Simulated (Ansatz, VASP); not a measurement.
# Two plane-wave programs on Rb

INCAR

```
SYSTEM = Rb
PREC = Accurate
ENCUT = 520
EDIFF = 1E-6
ISMEAR = 0
SIGMA = 0.15
LREAL = .FALSE.
LASPH = .TRUE.
NELM = 100
ALGO = Fast
ISIF = 2
LWAVE = .FALSE.
LCHARG = .FALSE.
GGA = PS
NBANDS = 10
```

KPOINTS

```
Automatic mesh
0
G
  12 12 12
  0 0 0
```

The input POSCAR:

```
Rb
1.0
   -2.5815200000      2.5815200000      2.5815200000
    2.5815200000     -2.5815200000      2.5815200000
    2.5815200000      2.5815200000     -2.5815200000
Rb
1
Direct
    0.0000000000      0.0000000000      0.0000000000
```

Input for Ansatz:

```yaml
crystal:
  lattice:
    - [-2.58152, 2.58152, 2.58152]
    - [2.58152, -2.58152, 2.58152]
    - [2.58152, 2.58152, -2.58152]
  atoms:
    - { symbol: Rb, position: [0.0, 0.0, 0.0] }
basis:
  ecutwfc: 420
kpoints:
  mp_grid: { grid: [12, 12, 12] }
hamiltonian:
  xc: pbesol
scf:
  occupations: { method: gaussian, width: 0.15 }
output:
  forces: true
  stress: true
  eigenvalues: true
```

Change from the starting cell: strain -0.080 along x and y, -0.080 along z, atoms carried along.

Alike in both runs: task single point; functional PBEsol; k mesh 12 × 12 × 12; occupations gaussian, width 0.15 eV; no spin polarisation.

|  | VASP | Ansatz |
| --- | --- | --- |
| version | VASP 6.6.1 | Ansatz 0.2.0 |
| potentials or method | VASP PAW PBE potentials, release 64 (Rb_sv) | scalar-relativistic, plane waves, PAW |
| plane-wave cutoff (eV) | 520 | 420 |
| valence electrons in the cell | 9 | 9 |

```csv
,VASP,Ansatz,Ansatz less VASP
gap on the k mesh at the Fermi level (eV),none,none,-
pressure (GPa),1.0,1.0,0.00
```

A gap of «none» marks a metal or a gap that the smearing closes.

Caveats: the PAW data sets were made with another functional, which shifts forces and pressure a little (VASP).
